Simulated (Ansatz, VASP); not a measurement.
## Two plane-wave programs on Zr

```
CELL_PARAMETERS angstrom
3.62000 0.00000 0.00000
0.00000 3.62000 0.00000
0.00000 0.00000 25.86000
ATOMIC_POSITIONS crystal
Zr 0.50000 0.50000 0.29002
Zr 0.00000 0.00000 0.36002
Zr 0.50000 0.50000 0.43001
Zr 0.00000 0.00000 0.50000
Zr 0.50000 0.50000 0.56999
Zr 0.00000 0.00000 0.63998
Zr 0.50000 0.50000 0.70998
```

Alike in both runs: task single point; functional PBE; k mesh 7 × 7 × 1; occupations fermi-dirac, width 0.05 eV; no spin polarisation.

|  | VASP | Ansatz |
| --- | --- | --- |
| version | VASP 6.6.1 | Ansatz 0.2.0 |
| potentials or method | VASP PAW PBE potentials, release 64 (Zr_sv) | Ansatz PAW |
| plane-wave cutoff (eV) | 520 | 420 |
| valence electrons in the cell | 84 | 84 |

|  | VASP | Ansatz | Ansatz less VASP |
| --- | --- | --- | --- |
| gap on the k mesh at the Fermi level (eV) | none | none | - |
| rms of the force components (eV/Å) | 0.247 | 0.247 | +0.0006 |
| work function, face that differs most (eV) | 3.03 | 3.19 | +0.153 |

Atom by atom the forces differ by 0.001 eV/Å (rms over components). A gap of «none» marks a metal or a gap that the smearing closes.
